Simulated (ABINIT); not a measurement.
The system is In.

```
CELL_PARAMETERS angstrom
-1.88253 1.88253 1.88253
1.88253 -1.88253 1.88253
1.88253 1.88253 -1.88253
ATOMIC_POSITIONS crystal
In 0.00000 0.00000 0.00000
```

This isn't the form of In at room conditions, which is tetragonal.

Base run:

- Program: ABINIT 10.8.3 (patched build)
- Functional: revPBE
- Potentials or basis: JTH PAW PBE v2.0
- Cutoff: 707 eV
- k mesh: 10 × 10 × 10
- Occupations: fermi-dirac, width 0.05 eV
- Spin: no spin polarisation

Its results: band gap on the k mesh none (metal or under the smearing width); pressure 2.1 GPa.

After a change of settings the same cell gave: band gap on the k mesh none (metal or under the smearing width); pressure -1.8 GPa. Which change was it?
A. functional from revPBE to SCAN
B. functional from revPBE to AM05
C. functional from revPBE to LDA
D. functional from revPBE to PW91

B.

AM05 binds more tightly than revPBE, so the same cell stands under less pressure.

Caveats: the PAW data sets were made with another functional, which shifts forces and pressure a little.
